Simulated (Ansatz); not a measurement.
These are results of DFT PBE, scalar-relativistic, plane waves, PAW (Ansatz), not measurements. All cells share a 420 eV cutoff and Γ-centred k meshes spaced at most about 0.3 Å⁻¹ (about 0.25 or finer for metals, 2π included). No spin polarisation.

Temperature and zero-point effects are left out.

Two forms of HPb4 were relaxed alike.

1.

```cif
data_structure
_symmetry_space_group_name_H-M 'P6/mmm'
_symmetry_Int_Tables_number 191
_cell_length_a 5.3732
_cell_length_b 5.3732
_cell_length_c 6.4575
_cell_angle_alpha 90.000
_cell_angle_beta 90.000
_cell_angle_gamma 120.000
_cell_volume 161.46
loop_
_atom_site_label
_atom_site_type_symbol
_atom_site_symmetry_multiplicity
_atom_site_Wyckoff_symbol
_atom_site_fract_x
_atom_site_fract_y
_atom_site_fract_z
_atom_site_occupancy
H1 H 1 b 0.00000 0.00000 0.50000 1
Pb1 Pb 4 h 0.33333 0.66667 0.74392 1
```

2.

```cif
data_structure
_symmetry_space_group_name_H-M 'Pm-3m'
_symmetry_Int_Tables_number 221
_cell_length_a 5.0904
_cell_length_b 5.0904
_cell_length_c 5.0904
_cell_angle_alpha 90.000
_cell_angle_beta 90.000
_cell_angle_gamma 90.000
_cell_volume 131.90
loop_
_atom_site_label
_atom_site_type_symbol
_atom_site_symmetry_multiplicity
_atom_site_Wyckoff_symbol
_atom_site_fract_x
_atom_site_fract_y
_atom_site_fract_z
_atom_site_occupancy
H1 H 1 b 0.50000 0.50000 0.50000 1
Pb1 Pb 1 a 0.00000 0.00000 0.00000 1
Pb2 Pb 3 c 0.50000 0.50000 0.00000 1
```

Question: Which would you expect to be lower, and how large is the difference?

Answer: Cell 2 is lower, by 0.39 eV/atom. Cell 1 has space group P6/mmm (No. 191), 32.3 Å³/atom and no gap on its mesh; cell 2 has space group Pm-3m (No. 221), 26.4 Å³/atom and no gap. Counting Pb atoms around H (those within 1.25 times the shortest such distance or 1.15 times the sum of covalent radii, 1.27 where that leaves under three; the shortest distance is added where it exceeds 1.18 times the sum of covalent radii), cell 1 has H 12 from 3.5 Å and cell 2 has H 6 from 2.5 Å. The denser one is the lower, and pressure would at first widen the difference. Even the lower one lies +0.18 eV/atom against the reference forms of the elements (uncorrected), so neither is stable at this level. In cell 1, H has 12 Pb at 3.48 Å (long against the sum of covalent radii); Pb is surrounded by 5 Pb at 3.10–3.31 Å and 3 H at 3.48 Å. In cell 2, H has 6 Pb at 2.55 Å; around Pb on a site of symmetry m-3m lie 12 Pb at 3.60 Å; Pb on a site of symmetry 4/mmm has 2 H at 2.55 Å and 12 Pb at 3.60 Å. Both come from invented guesses.

These runs have no spin–orbit coupling, which can matter for Pb. H stands nearly free of neighbours here, and without spin polarisation the energy of such atoms comes out too high. With hydrogen, zero-point motion can shift such differences by 10 meV/atom or more. Cells relaxed within their symmetry can be saddle points.
